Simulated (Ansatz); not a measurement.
Energy, volume and coordination in Zn₂SnO₃

Theory: DFT PBE, scalar-relativistic, plane waves, PAW (Ansatz 0.2.0). All cells share a 420 eV cutoff and Γ-centred k meshes spaced at most about 0.3 Å⁻¹ (about 0.25 or finer for metals, 2π included). No spin polarisation.

All energies are static (0 K, no zero-point motion). Rows are sorted by volume; energies count from the lowest form computed. Coordination counts O atoms around Sn and Zn (those within 1.25 times the shortest such distance or 1.15 times the sum of covalent radii, 1.27 where that leaves under three; a plus sign parts nearer from farther groups; the shortest distance is added where it exceeds 1.18 times the sum of covalent radii; a slash parts the counts of unlike sites). The table shows 6 of 8 forms computed.

```
row    form    source  atoms                      coordination  V (Å³/atom)  gap on mesh (eV)  ΔE (meV/atom)
  1  P4/mmm  invented      6  Zn 8 from 2.4 Å, Sn 8 from 2.6 Å         11.6                 0              ?
  2     P-3  invented     12         Zn 3/6/6 from 2.4 Å, Sn 3         13.9              0.80            182
  3  Cmc2_1  invented     12                        Zn 4, Sn 3         14.2              1.42             35
  4   I-4m2  invented      6                        Zn 4, Sn 4         14.5                 0             87
  5      Cm  invented     12                    Zn 4, Sn 3+1/4         14.5              1.26              0
  6   P-4m2  invented      6           Zn 4, Sn 4+2 from 2.7 Å         15.3              0.09            531
```

The cell of row 1:

```cif
data_structure
_symmetry_space_group_name_H-M 'P4/mmm'
_symmetry_Int_Tables_number 123
_cell_length_a 2.8249
_cell_length_b 2.8249
_cell_length_c 8.7064
_cell_angle_alpha 90.000
_cell_angle_beta 90.000
_cell_angle_gamma 90.000
_cell_volume 69.48
loop_
_atom_site_label
_atom_site_type_symbol
_atom_site_symmetry_multiplicity
_atom_site_Wyckoff_symbol
_atom_site_fract_x
_atom_site_fract_y
_atom_site_fract_z
_atom_site_occupancy
Zn1 Zn 2 h 0.50000 0.50000 0.34606 1
Sn1 Sn 1 c 0.50000 0.50000 0.00000 1
O1 O 2 g 0.00000 0.00000 0.80156 1
O2 O 1 b 0.00000 0.00000 0.50000 1
```

**Question.** Estimate the missing energy, and say where the row ranks.

**Answer.** 0.74 eV/atom, which puts it above row 6, the highest in the table. Counting O atoms around Sn and Zn, row 1 has Zn 8 from 2.4 Å, Sn 8 from 2.6 Å and the lowest form (row 5) has Zn 4, Sn 3+1/4.

An observed structure of this formula, if there is one, may be missing.

Kohn–Sham gaps at this level usually fall short of measured ones. The zero gap of I-4m2 may come from the functional, which often closes small gaps. Cells relaxed within their symmetry can be saddle points. Some types were kept out of the candidates beforehand, so the set may lack a known form.
